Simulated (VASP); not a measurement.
Set up this calculation in VASP 6.6.1, as the native input.

| Item | Value |
| --- | --- |
| Task | single point |
| Functional | PBEsol |
| Potentials or basis | VASP PAW PBE potentials, release 64 (Cs_sv, Br) |
| Cutoff | 520 eV |
| k mesh | 6 × 6 × 6 |
| Occupations | gaussian, width 0.01 eV |
| Spin | no spin polarisation |
| Dipole correction | no |
| Further INCAR settings | ALGO = Normal; EDIFF = 1e-07; NBANDS = 15 |

The structure of CsBr lies in POSCAR:

```
CsBr
1.0
    4.2421675969      0.0000000000      0.0000000000
    0.0000000000      4.2421675969      0.0000000000
    0.0000000000      0.0000000000      4.2421675969
Cs Br
1 1
Direct
    0.0000000000      0.0000000000      0.0000000000
    0.5000000000      0.5000000000      0.5000000000
```

The cell isn't the ideal one: cell and atoms relaxed tightly for response.

These files were run (other wordings do the same):

INCAR

```
PREC = Accurate ; ENCUT = 520
EDIFF = 1E-7 ; ISMEAR = 0
SIGMA = 0.01 ; LREAL = False
LASPH = True ; NELM = 100
ALGO = Normal ; ISIF = 2
LWAVE = False ; LCHARG = False
GGA = PS ; NBANDS = 15
```

KPOINTS

```
Automatic mesh
0
Gamma
  6 6 6
```

Potentials or basis: VASP PAW PBE potentials, release 64 (Cs_sv, Br).

Run with:

```console
$ cat potpaw_PBE.64/Cs_sv/POTCAR potpaw_PBE.64/Br/POTCAR > POTCAR
$ mpirun -np 1 vasp_std > vasp.out
```

It gave:

```yaml
Pressure: 0.1 GPa
Band_gap_on_the_k_mesh: 4.44 eV, direct
```

Caveat: the PAW data sets were made with another functional, which shifts forces and pressure a little; spin-orbit coupling is left out, which moves the levels of the heavy elements.

Wall time 6.8 s on 1 thread of Intel(R) Xeon(R) 6975P-C (Granite Rapids), with other jobs on the host, peak memory 0.18 GiB.
